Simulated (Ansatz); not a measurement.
The system is Tl.

```
Tl
1.0
     3.91199    0.00000    0.00000
     0.00000    3.91199    0.00000
     0.00000    0.00000    3.91199
Tl
2
Direct
  0.00000 0.00000 0.00000
  0.50000 0.50000 0.50000
```

This isn't the form of Tl at room conditions, which is hcp.

The cell isn't the ideal one: the cell as VASP's run set it.

Base run:

```yaml
Program: Ansatz 0.2.0
Functional: PBE
Potentials_or_basis: all-electron LAPW, scalar-relativistic
Cutoff: 170 eV (chosen from the basis error)
Basis_error_allowed: 0.001 eV/atom
k_mesh: 10 × 10 × 10
Occupations: gaussian, width 0.1 eV
Spin: no spin polarisation
```

Its results: band gap on the k mesh none (metal or under the smearing width); pressure 1.3 GPa.

Question: The run is repeated on the same cell with these changes: functional from PBE to PBEsol; occupations from gaussian, width 0.1 eV to fermi-dirac, width 0.05 eV. What comes out?

Answer: Band gap on the k mesh none (metal or under the smearing width); pressure -1.6 GPa.
